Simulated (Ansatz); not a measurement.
Theory: DFT PBE, scalar-relativistic, plane waves, PAW in Ansatz. Several structures of Si2Ge3 were relaxed, and the powder pattern of one of them was computed from 10° to 70° in 2θ (λ = 1.5406 Å; lines under 1 % are left out).

Cu Kα1 powder pattern (kinematic, no thermal factors).
2θ (°) (relative intensity): 10.89 (1), 21.88 (1), 27.81 (47), 28.36 (24), 32.44 (4), 33.08 (9), 39.47 (100), 43.74 (6), 49.19 (38), 56.65 (6), 57.45 (6), 57.75 (3), 60.56 (9), 64.26 (6), 64.82 (23), 67.92 (2)

Question: Which structure gives it?
A.

```
Si Ge
1.0
     1.99201    1.15009   16.27768
    -1.99201    1.15009   16.27768
     0.00000   -2.30017   16.27768
Si Ge
4 6
Direct
  0.97567 0.97567 0.97567
  0.62708 0.62708 0.62708
  0.02433 0.02433 0.02433
  0.37293 0.37293 0.37293
  0.22633 0.22633 0.22633
  0.57736 0.57736 0.57736
  0.17548 0.17548 0.17548
  0.82452 0.82452 0.82452
  0.77367 0.77367 0.77367
  0.42264 0.42264 0.42264
```

B.

```
Si Ge
1.0
     2.79910    0.00000    0.00000
    -1.39955    2.42409    0.00000
     0.00000    0.00000   13.02443
Si Ge
2 3
Direct
  0.00000 0.00000 0.59392
  0.00000 0.00000 0.40608
  0.00000 0.00000 0.79099
  0.00000 0.00000 0.00000
  0.00000 0.00000 0.20901
```

C.

```
Si Ge
1.0
     3.70155    0.00000    0.00000
    -1.85077    3.20563    0.00000
     0.00000    0.00000   16.23499
Si Ge
4 6
Direct
  0.33333 0.66667 0.64764
  0.33333 0.66667 0.85236
  0.66667 0.33333 0.14764
  0.66667 0.33333 0.35236
  0.33333 0.66667 0.06148
  0.33333 0.66667 0.25000
  0.33333 0.66667 0.43852
  0.66667 0.33333 0.56148
  0.66667 0.33333 0.75000
  0.66667 0.33333 0.93852
```

Answer: C. Its strongest line, at 2θ = 39.47°, has d = λ/(2 sin θ) = 2.281 Å and is the (1 0 5) reflection of the conventional P6_3/mmc cell with a = 3.702 Å, c = 16.235 Å. The others have their strongest lines at 27.4° (A); 37.1° (B).

The cells needn't be stable.
